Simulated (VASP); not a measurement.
A run of VASP 6.6.1 is set up as follows.

INCAR

```
SYSTEM = MnO
  PREC = Accurate
  ENCUT = 520
  EDIFF = 1E-6
  ISMEAR = 0
  SIGMA = 0.05
  LREAL = .False.
  LASPH = .True.
  NELM = 100
  ALGO = Normal
  ISIF = 2
  LWAVE = .False.
  LCHARG = .True.
  ISPIN = 2
  MAGMOM = 4 0
  LORBIT = 11
  NUPDOWN = 0
  LMAXMIX = 4
  LDAU = .True.
  LDAUTYPE = 2
  LDAUL = 2 -1
  LDAUU = 6 0
  LDAUJ = 0 0
  LDAUPRINT = 1
  LELF = .True.
  LVHAR = .True.
  NBANDS = 20
```

The input KPOINTS:

```
regular mesh
0
Gamma
  7 7 7
  0 0 0
```

File POSCAR:

```
MnO
1.0
    2.9694859100      0.0000000000      0.0000000000
   -1.4847429600      2.5716502300      0.0000000000
    0.0000000000      0.0000000000      2.8980711300
Mn O
1 1
Direct
    0.0000000000      0.0000000000      0.0000000000
    0.6666666667      0.3333333333      0.5000000000
```

Potentials or basis: VASP PAW LDA potentials, release 64 (Mn_pv, O).

Command:

```sh
$ cat potpaw_LDA.64/Mn_pv/POTCAR potpaw_LDA.64/O/POTCAR > POTCAR
$ mpirun -np 1 vasp_std > vasp.out
```

Q: Predict the pressure.

A: -20.3 GPa.

Eigenvalues of the final occupation matrices:
| site | spin | trace | eigenvalues |
| --- | --- | --- | --- |
| site 1 d | 1 | 2.39 | 0.14 0.14 0.19 0.96 0.96 |
| site 1 d | 2 | 2.63 | 0.07 0.07 0.79 0.79 0.91 |

Caveat: the moment is held away from its start; the total moment is fixed, so each spin has its own Fermi level. The state reached can hang on the start; a lower one may exist.
